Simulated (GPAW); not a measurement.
The system is HfN.

```
Hf N
1.0
     0.00000    2.25600    2.25600
     2.25600    0.00000    2.25600
     2.25600    2.25600    0.00000
Hf N
1 1
Direct
  0.00000 0.00000 0.00000
  0.50000 0.50000 0.50000
```

Program: GPAW 26.7.0. Alike in all runs: cell as given; cutoff (eV) 800.

Order these runs on this cell by their pressure, lowest first.
A. level PBE+U; potentials or basis GPAW PAW data sets (gpaw-data 1.2.1), pw; spin off; U Hf d U = 6.2 eV; k mesh 8 × 8 × 8; smearing fermi-dirac 0.05 eV; band path GXWKGLUWLK,UX; band points 80
B. level RPBE; potentials or basis the program's PAW data sets (release 1.2.1) made for this functional, pw; spin off; k mesh 10 × 10 × 10; smearing fermi-dirac 0.05 eV; band path GXWKGLUWLK,UX; band points 60
C. level rSCAN; potentials or basis GPAW PAW data sets (gpaw-data 1.2.1), pw; spin SOC, no magnetisation; k mesh 8 × 8 × 8; smearing fermi-dirac 0.05 eV; band path GXWKGLUWLK,UX; band points 80; spin axis theta (degrees) 0; spin axis phi (degrees) 0
D. level PBE; potentials or basis GPAW PAW data sets (gpaw-data 1.2.1), pw; spin off; k mesh 10 × 10 × 10; smearing gaussian 0.026 eV
E. level PBE+U; potentials or basis GPAW PAW data sets (gpaw-data 1.2.1), pw; spin off; U Hf d U = 8 eV; k mesh 8 × 8 × 8; smearing fermi-dirac 0.05 eV; band path GXWKGLUWLK,UX; band points 80

C (1.9 GPa), D (6.7 GPa), B (12.0 GPa), A (33.2 GPa), E (42.2 GPa).

Caveats: a pressure of tens of GPa on the cell as given is suspect, and the run, the potentials or the cell itself is likely at fault (some runs); U without spin polarisation on a metal has little footing (some runs); spin-orbit coupling was added after a scalar SCF, so levels and gaps hold it while energy, forces, pressure and moments don't (some runs); the PAW data sets were made with another functional, which shifts forces and pressure a little (some runs).

Not every run made on this cell is shown here.
